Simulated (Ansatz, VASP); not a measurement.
**GaN in VASP and in Ansatz**

```
Ga N
1.0
     0.00000    2.24894    2.18147
     2.24894    0.00000    2.18147
     2.24894    2.24894    0.00000
Ga N
1 1
Direct
  0.00000 0.00000 0.00000
  0.75000 0.75000 0.75000
```

Change from the starting cell: strain -0.0300 x Voigt [0, 0, 1, 0, 0, 0], atoms carried along.

Alike in both runs: task single point; functional r2SCAN; k mesh 10 × 10 × 10; occupations gaussian, width 0.05 eV; no spin polarisation.

|  | VASP | Ansatz |
| --- | --- | --- |
| version | VASP 6.6.1 | Ansatz 0.2.0 |
| potentials or method | VASP PAW PBE potentials, release 64 (Ga_d, N) | scalar-relativistic, plane waves, PAW |
| plane-wave cutoff (eV) | 520 | 500 |
| valence electrons in the cell | 18 | 18 |

|  | VASP | Ansatz | Ansatz less VASP |
| --- | --- | --- | --- |
| gap on the k mesh at the Fermi level (eV) | 2.27 | 2.28 | +0.011 |
| least direct gap on the mesh (eV) | 2.27 | 2.28 | +0.011 |
| pressure (GPa) | 7.5 | 6.3 | -1.15 |
| largest component of the traceless stress (GPa) | 2.40 | 2.42 | +0.019 |

With one functional, cell and mesh, what is left measures potentials, basis and numerics.

Caveats: the PAW data sets were made with another functional, which shifts forces and pressure a little (VASP).
